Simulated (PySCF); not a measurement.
# C5H12N2O2: the cost of one run

Programs: PySCF 2.14.0. All values are calculated, for the isolated system unless a continuum is named. Atoms count from 0, parts from 1.

## 1. Starting point

21 atoms, charge 0, multiplicity 1; geometry: GFN1-xTB, MD frame. Parts: 1 = atoms 0–8, `c1cn[nH]c1`, charge 0; 2 = atoms 9–14, `CO`, charge 0; 3 = atoms 15–20, `CO`, charge 0.

## 2. NMR shieldings: 500 fs

What the job is given:

```
{"job": {"kind": "nmr", "xc": "PBE0", "basis": "pcSseg-1", "pop": false}, "charge": 0, "multiplicity": 1, "parts": [{"atoms": "0-8", "charge": 0, "multiplicity": 1}, {"atoms": "9-14", "charge": 0, "multiplicity": 1}, {"atoms": "15-20", "charge": 0, "multiplicity": 1}]}
C      2.025979     1.887954    -1.585979
C      2.042614     0.767498    -0.769347
N      0.802333     0.393748    -0.493414
N     -0.007494     1.313268    -1.038932
C      0.727234     2.277373    -1.650126
H      2.841741     2.412103    -2.063903
H      2.870253     0.206100    -0.423258
H     -0.995505     1.063158    -1.029571
H      0.309544     3.094126    -2.159590
C      0.307103    -2.051186     2.100429
O     -0.482953    -1.038550     1.552964
H     -0.329057    -2.786764     2.581421
H      0.900444    -2.502808     1.344657
H      0.952868    -1.606227     2.908518
H      0.120585    -0.461542     1.000683
C     -2.128257    -2.082598    -1.084277
O     -1.421040    -1.019575    -1.697026
H     -3.196028    -1.940147    -1.224449
H     -1.790947    -3.035304    -1.517424
H     -1.910471    -2.077283     0.013380
H     -0.541597    -0.994711    -1.309502
```

With the program's defaults for keys left out, this is: GIAO PBE0/pcSseg-1 NMR shielding, non-relativistic, gas phase.

Run with:

```console
OMP_NUM_THREADS=1 python cluster_run.py task.json out
```

The driver reads the jobs from task.json and runs them one after another.

Q: Estimate the wall time and peak memory of this first job on 1 thread of Arm Neoverse N1, shared host.

About 73 s, with a peak of 1 GiB.
